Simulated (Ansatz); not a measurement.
Crystal: Zn.

```
Zn
1.0
     2.71765    0.00000    0.00000
    -0.90588    2.56223    0.00000
    -0.90588   -1.28111    2.21895
Zn
1
Direct
  0.00000 0.00000 0.00000
```

This isn't the form of Zn at room conditions, which is hcp.

* Program: Ansatz 0.2.0
* Task: relaxation of cell and atoms
* Functional: PBEsol
* Potentials or basis: PseudoDojo PBEsol stringent
* Cutoff: 1143 eV
* Density cutoff: 4572 eV
* k mesh: 12 × 12 × 12
* Occupations: fermi-dirac, width 0.05 eV
* Spin: no spin polarisation

At the start: pressure -5.3 GPa; volume 15.45 Å³/atom.

Question: How do energy, volume and symmetry change on relaxing?

Answer: Over 4 steps the energy falls by 22.0 meV/atom and the volume is 14.25 Å³/atom (-7.7 %); space group Im-3m (No. 229, to 0.05 Å).

Step by step:
| step | energy change (eV) | largest force (eV/Å) | pressure (GPa) | volume (Å³) |
| --- | --- | --- | --- | --- |
| 1 | 0.0000 | 0.0000 | -5.29 | 15.45 |
| 2 | -0.0098 | 0.0000 | -4.12 | 15.12 |
| 3 | -0.0217 | 0.0000 | 0.82 | 14.10 |
| 4 | -0.0220 | 0.0000 | -0.12 | 14.25 |

Final structure:
```
Zn
1.0
     2.64556    0.00000    0.00000
    -0.88185    2.49426    0.00000
    -0.88185   -1.24713    2.16009
Zn
1
Direct
  0.00000 0.00000 0.00000
```

Caveat: the thresholds are loose for stress.
